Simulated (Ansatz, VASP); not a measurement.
## Cross-check of GaP (GaP(110)) between VASP and Ansatz

Wanted: the spread between two codes on one cell, functional and k mesh. Of the first pair: The structure shown is the end of the VASP relaxation below. Valence electrons are named where the data sets of a main pair hold unlike numbers.

Main program and level: Ansatz 0.2.0; plane waves, with VASP 6.6.1 beside it; single point at PBE and band structure at PBE.

## (1) Set-up

The cell holds 18 atoms: 9 Ga and 9 P. Its edges and angles: a = 3.991 Å, b = 5.645 Å, c = 31.504 Å, α = 90.0°, β = 90.0°, γ = 90.0°. It derives from GaP. As first built, before any earlier steps moved the atoms (in the runner's words): 9 layers, strained by +2 % in the plane. Vacuum lies along c.

## (2) VASP: relaxation, PBE

This run makes the geometry at which the two programs are then compared.

Lines of VASP's logs that name or quote its potential files are left out, and so is its time.

Contents of INCAR:

```
SYSTEM = GaP
PREC = Normal
ENCUT = 320
EDIFF = 1E-05
NELM = 120
ISMEAR = 0
SIGMA = 0.03
LREAL = Auto
ALGO = Fast
GGA = PE
NBANDS = 54
LORBIT = 11
LWAVE = .FALSE.
LCHARG = .FALSE.
KPAR = 2
NCORE = 2
IBRION = 2
NSW = 60
ISIF = 2
EDIFFG = -0.03
POTIM = 0.4
MAXMIX = 40
IDIPOL = 3
LDIPOL = .TRUE.
DIPOL = 0.5 0.5 0.5
```

Contents of POSCAR:

```
GaP
1.0
    3.9913247519      0.0000000000      0.0000000000
    0.0000000000      5.6445855959      0.0000000000
    0.0000000000      0.0000000000     31.5043827580
Ga P
9 9
Direct
    0.0000000000      0.0000000000      0.2539329200
    0.5000000000      0.5000000000      0.3154496900
    0.0000000000      0.0000000000      0.3769664600
    0.5000000000      0.5000000000      0.4384832300
    0.0000000000      0.0000000000      0.5000000000
    0.5000000000      0.5000000000      0.5615167700
    0.0000000000      0.0000000000      0.6230335400
    0.5000000000      0.5000000000      0.6845503100
    0.0000000000      0.0000000000      0.7460670800
    0.0000000000      0.7500000000      0.3154496900
    0.5000000000      0.2500000000      0.2539329200
    0.0000000000      0.7500000000      0.4384832300
    0.5000000000      0.2500000000      0.3769664600
    0.0000000000      0.7500000000      0.5615167700
    0.5000000000      0.2500000000      0.5000000000
    0.0000000000      0.7500000000      0.6845503100
    0.5000000000      0.2500000000      0.6230335400
    0.5000000000      0.2500000000      0.7460670800
```

Contents of KPOINTS:

```
Automatic mesh
0
Gamma
6 4 1
0 0 0
```

The projector-augmented-wave data sets are Ga and P (PBE family, release 64).

Launch:

```console
> mpirun -np 4 vasp_std
```

Numbers of over 12 decimals in the logs are rounded to 6 here.

The log of the run:

```text
[banner, memory and clock lines left out]
running    4 mpi-ranks, on    1 nodes
 distrk:  each k-point on    2 cores,    2 groups
 distr:  one band on    2 cores,    1 groups

 POSCAR found type information on POSCAR GaP
 POSCAR found :  2 types and      18 ions
 LDA part: xc-table for (Slater+PW92), standard interpolation
 POSCAR, INCAR and KPOINTS ok, starting setup
 FFT: planning ... GRIDC
 FFT: planning ... GRID_SOFT
 FFT: planning ... GRID
 WAVECAR not read
 entering main loop
       N       E                     dE             d eps       ncg     rms          rms(c)
DAV:   1     0.288917226222E+03    0.28892E+03   -0.19022E+04  1304   0.694E+02
DAV:   2    -0.464201210306E+02   -0.33534E+03   -0.32319E+03  1734   0.154E+02
DAV:   3    -0.801008285244E+02   -0.33681E+02   -0.33231E+02  1568   0.499E+01
DAV:   4    -0.814614079784E+02   -0.13606E+01   -0.13563E+01  1824   0.114E+01
DAV:   5    -0.815014425791E+02   -0.40035E-01   -0.40009E-01  1720   0.186E+00    0.139E+01
RMM:   6    -0.786120896146E+02    0.28894E+01   -0.40822E+00  1296   0.436E+00    0.816E+00
RMM:   7    -0.783632796839E+02    0.24881E+00   -0.43907E+00  1296   0.447E+00    0.262E+00
RMM:   8    -0.782674050402E+02    0.95875E-01   -0.78994E-01  1297   0.232E+00    0.658E-01
RMM:   9    -0.782429610253E+02    0.24444E-01   -0.67816E-02  1331   0.826E-01    0.272E-01
RMM:  10    -0.782463298813E+02   -0.33689E-02   -0.24131E-02  1510   0.400E-01    0.221E-01
RMM:  11    -0.782460061470E+02    0.32373E-03   -0.49099E-03  1299   0.194E-01    0.822E-02
RMM:  12    -0.782466524065E+02   -0.64626E-03   -0.17986E-03  1368   0.120E-01    0.530E-02
RMM:  13    -0.782468803195E+02   -0.22791E-03   -0.45541E-04  1464   0.562E-02    0.321E-02
RMM:  14    -0.782471355690E+02   -0.25525E-03   -0.26433E-04  1280   0.362E-02    0.210E-02
RMM:  15    -0.782471674627E+02   -0.31894E-04   -0.46478E-05  1007   0.173E-02    0.939E-03
RMM:  16    -0.782473003513E+02   -0.13289E-03   -0.37716E-05   971   0.139E-02    0.117E-02
RMM:  17    -0.782473335394E+02   -0.33188E-04   -0.22013E-05   916   0.922E-03    0.380E-03
RMM:  18    -0.782473604491E+02   -0.26910E-04   -0.11366E-05   891   0.700E-03    0.519E-03
RMM:  19    -0.782473788873E+02   -0.18438E-04   -0.27573E-06   786   0.398E-03    0.203E-03
RMM:  20    -0.782474020869E+02   -0.23200E-04   -0.14720E-06   548   0.277E-03    0.178E-03
RMM:  21    -0.782474199096E+02   -0.17823E-04   -0.96423E-07   565   0.274E-03    0.197E-03
RMM:  22    -0.782474275950E+02   -0.76854E-05   -0.59192E-07   533   0.256E-03
   1 F= -.78247428E+02 E0= -.78247428E+02  d E =-.782474E+02
[... from here on, the cycles between the ionic steps are left out ...]
   2 F= -.78766240E+02 E0= -.78766240E+02  d E =-.518812E+00
  14 F= -.79726304E+02 E0= -.79726304E+02  d E =-.397946E-02
  15 F= -.79726694E+02 E0= -.79726694E+02  d E =-.436960E-02
  16 F= -.79729565E+02 E0= -.79729565E+02  d E =-.287148E-02
  17 F= -.79730701E+02 E0= -.79730701E+02  d E =-.400748E-02
  18 F= -.79732822E+02 E0= -.79732822E+02  d E =-.212031E-02
  19 F= -.79733993E+02 E0= -.79733993E+02  d E =-.329136E-02
  20 F= -.79734918E+02 E0= -.79734918E+02  d E =-.925261E-03
  21 F= -.79735218E+02 E0= -.79735218E+02  d E =-.122540E-02
  22 F= -.79735319E+02 E0= -.79735319E+02  d E =-.132672E-02
  23 F= -.79735314E+02 E0= -.79735314E+02  d E =-.132166E-02
  24 F= -.79735322E+02 E0= -.79735322E+02  d E =-.132954E-02
 curvature:  -0.76 expect dE=-0.249E-03 dE for cont linesearch -0.580E-07
 trial: gam= 0.49753 g(F)=  0.326E-03 g(S)=  0.000E+00 ort = 0.127E-04 (trialstep = 0.208E+01)
 search vector abs. value=  0.867E-03
 bond charge predicted
       N       E                     dE             d eps       ncg     rms          rms(c)
DAV:   1    -0.797354391511E+02   -0.11759E-03   -0.49408E-02  1308   0.638E-01    0.883E-02
RMM:   2    -0.797356048001E+02   -0.16565E-03   -0.26831E-03  1296   0.182E-01    0.408E-02
RMM:   3    -0.797357109968E+02   -0.10620E-03   -0.54213E-04  1332   0.852E-02    0.313E-02
RMM:   4    -0.797357292847E+02   -0.18288E-04   -0.18798E-04  1408   0.444E-02    0.364E-02
RMM:   5    -0.797357270673E+02    0.22174E-05   -0.19334E-05   910   0.163E-02
  25 F= -.79735727E+02 E0= -.79735727E+02  d E =-.404907E-03
 trial-energy change:   -0.000405  1 .order   -0.000438   -0.000691   -0.000185
 step:   2.8373(harm=  2.8373)  dis= 0.00560  next Energy=   -79.735794 (dE=-0.472E-03)
 reached required accuracy - stopping structural energy minimisation
```

OUTCAR, selected parts (step 2):

```text
ion  position               nearest neighbor table
   1  0.000  0.000  0.254-  10 2.40  11 2.44  11 2.44
   2  0.500  0.500  0.315-  13 2.40  11 2.40  10 2.44  10 2.44
   3  0.000  0.000  0.377-  10 2.40  12 2.40  13 2.44  13 2.44
   4  0.500  0.500  0.438-  15 2.40  13 2.40  12 2.44  12 2.44
   5  0.000  0.000  0.500-  12 2.40  14 2.40  15 2.44  15 2.44
   6  0.500  0.500  0.562-  15 2.40  17 2.40  14 2.44  14 2.44
   7  0.000  0.000  0.623-  16 2.40  14 2.40  17 2.44  17 2.44
   8  0.500  0.500  0.685-  17 2.40  18 2.40  16 2.44  16 2.44
   9  0.000  0.000  0.746-  16 2.40  18 2.44  18 2.44
  10  0.000  0.750  0.315-   3 2.40   1 2.40   2 2.44   2 2.44
  11  0.500  0.250  0.254-   2 2.40   1 2.44   1 2.44
  12  0.000  0.750  0.438-   5 2.40   3 2.40   4 2.44   4 2.44
  13  0.500  0.250  0.377-   2 2.40   4 2.40   3 2.44   3 2.44
  14  0.000  0.750  0.562-   5 2.40   7 2.40   6 2.44   6 2.44
  15  0.500  0.250  0.500-   4 2.40   6 2.40   5 2.44   5 2.44
  16  0.000  0.750  0.685-   7 2.40   9 2.40   8 2.44   8 2.44
  17  0.500  0.250  0.623-   8 2.40   6 2.40   7 2.44   7 2.44
  18  0.500  0.250  0.746-   8 2.40   9 2.44   9 2.44

  LATTYP: Found a simple orthorhombic cell.
 ALAT       =     3.9913247519
 B/A-ratio  =     1.4142135624
 C/A-ratio  =     7.8932145882

 Subroutine GETGRP returns: Found  4 space group operations
 (whereof  4 operations were pure point group operations)

The static configuration has the point symmetry C_2v.

 Found     12 irreducible k-points:

   k-points           NKPTS =     12   k-points in BZ     NKDIM =     12   number of bands    NBANDS=     54

   dimension x,y,z NGX =    18 NGY =   28 NGZ =  140
   dimension x,y,z NGXF=    36 NGYF=   56 NGZF=  280

   ENCUT  =  320.0 eV  23.52 Ry    4.85 a.u.   5.82  8.23 45.95*2*pi/ulx,y,z

   NELECT =      72.0000    total number of electrons

 k-points in reciprocal lattice and weights: Automatic mesh
   0.00000000  0.00000000  0.00000000       0.042
   0.16666667  0.00000000  0.00000000       0.083
   0.33333333  0.00000000  0.00000000       0.083
   0.50000000  0.00000000  0.00000000       0.042
   0.00000000  0.25000000  0.00000000       0.083
   0.16666667  0.25000000  0.00000000       0.167
   0.33333333  0.25000000  0.00000000       0.167
   0.50000000  0.25000000  0.00000000       0.083
   0.00000000  0.50000000  0.00000000       0.042
   0.16666667  0.50000000  0.00000000       0.083
   0.33333333  0.50000000  0.00000000       0.083
   0.50000000  0.50000000  0.00000000       0.042

 dipolmoment           0.000000      0.000000     -0.000000 electrons x Angstroem

 average (electrostatic) potential at core
       1 -18.1694       2 -17.9123       3 -17.9866       4 -17.9576       5 -17.9700
       6 -17.9576       7 -17.9866       8 -17.9123       9 -18.1694      10 -88.9166
      11 -88.4738      12 -88.9092      13 -88.8579      14 -88.9092      15 -88.8860
      16 -88.9166      17 -88.8579      18 -88.4738

 E-fermi :  -0.8533

 k-point     1 :       0.0000    0.0000    0.0000
  band No.  band energies     occupation
    ...
     32      -1.2815      2.00000
     33      -1.0944      2.00000
     34      -1.0901      2.00000
     35      -1.0621      2.00000
     36      -1.0081      2.00000
     37       0.4890      0.00000
     38       0.7639      0.00000
     39       0.8174      0.00000
     40       1.0821      0.00000
     41       1.1544      0.00000
    ...

 k-point     2 :       0.1667    0.0000    0.0000
  band No.  band energies     occupation
    ...
     32      -2.0429      2.00000
     33      -1.7885      2.00000
     34      -1.6752      2.00000
     35      -1.4232      2.00000
     36      -1.1383      2.00000
     37       1.2659      0.00000
     38       1.4639      0.00000
     39       1.6602      0.00000
     40       1.8399      0.00000
     41       1.9744      0.00000
    ...

 k-point     3 :       0.3333    0.0000    0.0000
  band No.  band energies     occupation
    ...
     32      -2.5213      2.00000
     33      -2.3922      2.00000
     34      -2.0099      2.00000
     35      -1.6708      2.00000
     36      -1.3729      2.00000
     37       0.6768      0.00000
     38       0.8261      0.00000
     39       1.1295      0.00000
     40       1.4407      0.00000
     41       1.6299      0.00000
    ...

  Total      -10.6066149     -6.4169557     -0.3510583      0.0000000      0.0000000      0.0000000
  in kB      -23.9423777    -14.4850341     -0.7924461      0.0000000      0.0000000      0.0000000
  external PRESSURE =     -13.0732860 kB  Pullay stress =       0.0000000 kB

  energy-cutoff  :      320.00
  volume of cell :      709.77
      direct lattice vectors                 reciprocal lattice vectors
     3.991324752  0.000000000  0.000000000     0.250543381  0.000000000  0.000000000
     0.000000000  5.644585596  0.000000000     0.000000000  0.177160924  0.000000000
     0.000000000  0.000000000 31.504382758     0.000000000  0.000000000  0.031741615

 POSITION                                       TOTAL-FORCE (eV/Angst)
 -----------------------------------------------------------------------------------
      0.00000      0.34234      8.44654         0.000000     -0.008911     -0.000258
      1.99566      2.75818      9.86167         0.000000      0.014896      0.014787
      0.00000      5.60346     11.88911        -0.000000     -0.005206      0.016392
      1.99566      2.77453     13.80570        -0.000000     -0.005517     -0.009032
      3.99132      5.60250     15.75219         0.000000      0.005017      0.000000
      1.99566      2.77453     17.69868        -0.000000     -0.005517      0.009032
      3.99132      5.60346     19.61528         0.000000     -0.005206     -0.016392
      1.99566      2.75818     21.64271         0.000000      0.014896     -0.014787
      0.00000      0.34234     23.05785         0.000000     -0.008911      0.000258
      0.00000      4.14599      9.94229         0.000000      0.009922     -0.002503
      1.99566      1.47839      7.82285         0.000000     -0.005322      0.004224
      0.00000      4.16607     13.81698        -0.000000      0.003944     -0.002151
      1.99566      1.36094     11.85619         0.000000     -0.015637      0.004411
      0.00000      4.16607     17.68740         0.000000      0.003944      0.002151
      1.99566      1.35010     15.75219         0.000000      0.018644      0.000000
      0.00000      4.14599     21.56209         0.000000      0.009922      0.002503
      1.99566      1.36094     19.64819        -0.000000     -0.015637     -0.004411
      1.99566      1.47839     23.68154         0.000000     -0.005322     -0.004224
 -----------------------------------------------------------------------------------
    total drift:                               -0.000000     -0.051431     -0.000002

  FREE ENERGIE OF THE ION-ELECTRON SYSTEM (eV)
  ---------------------------------------------------
  free  energy   TOTEN  =       -79.7357270673 eV

  energy  without entropy=      -79.7357270673  energy(sigma->0) =      -79.73572707

 reached required accuracy - stopping structural energy minimisation

 vacuum level on the upper side and lower side of the slab         4.440         4.440

 total charge
# of ion       s       p       d       tot
------------------------------------------
    1        1.133   1.018   0.116   2.267
    2        1.060   1.151   0.146   2.358
    3        1.062   1.155   0.141   2.358
    4        1.062   1.163   0.144   2.369
    5        1.062   1.163   0.144   2.368
    6        1.062   1.163   0.144   2.369
    7        1.062   1.155   0.141   2.358
    8        1.060   1.151   0.146   2.358
    9        1.133   1.018   0.116   2.267
   10        1.032   1.480   0.000   2.512
   11        1.072   1.407   0.000   2.479
   12        1.029   1.483   0.000   2.511
   13        1.030   1.477   0.000   2.507
   14        1.029   1.483   0.000   2.511
   15        1.029   1.483   0.000   2.511
   16        1.032   1.480   0.000   2.512
   17        1.030   1.477   0.000   2.507
   18        1.072   1.407   0.000   2.479
--------------------------------------------------
tot         19.052  23.314   1.236  43.602

[... 3 further parts left out ...]
```

CONTCAR:

```
GaP
   1.00000000000000
     3.9913247519000001    0.0000000000000000    0.0000000000000000
     0.0000000000000000    5.6445855958999998    0.0000000000000000
     0.0000000000000000    0.0000000000000000   31.5043827579999984
  Ga              P
     9     9
Direct
     0.0000000000000000    0.0606496306347760    0.2681066891895987
     0.5000000000000000    0.4886422330113412    0.3130254774594829
     0.0000000000000000    0.9927149050869547    0.3773794732733048
     0.5000000000000000    0.4915386901427494    0.4382152751705763
     1.0000000000000000    0.9925449338447778    0.5000000000000000
     0.5000000000000000    0.4915386901427494    0.5617847248294233
     1.0000000000000000    0.9927149050869547    0.6226205267266952
     0.5000000000000000    0.4886422330113412    0.6869745225405168
     0.0000000000000000    0.0606496306347760    0.7318933108104011
     0.0000000000000000    0.7345068623691196    0.3155843282528812
     0.5000000000000000    0.2619127813806472    0.2483098001144383
     0.0000000000000000    0.7380643359302435    0.4385733310551580
     0.5000000000000000    0.2411055372438961    0.3763347478252088
     0.0000000000000000    0.7380643359302435    0.5614266689448419
     0.5000000000000000    0.2391851145557662    0.5000000000000000
     0.0000000000000000    0.7345068623691196    0.6844156717471191
     0.5000000000000000    0.2411055372438961    0.6236652521747912
     0.5000000000000000    0.2619127813806472    0.7516901998855617
```

The gap is read on the k-mesh alone, so it is an upper bound where the band edges lie off the mesh. The data set Ga keeps the semicore shell frozen, which is cheaper and a little less accurate. The run keeps the 4 symmetry operations of its start, so it cannot find a distortion of lower symmetry.

(Continued in part 2 of 3.)

[Lines on the potential files, build, host, timing and source positions are cut from VASP's logs without a mark.]

[Logs are printed without paths, hosts, clocks, repeated set-up lines and the standing remarks that a program may print on its own settings, such as how far it seeks lower states.]

[Hosts, paths, dates, database ids (printed as entryN), source tags and the programs' standing remarks are cut or masked in the printed files.]
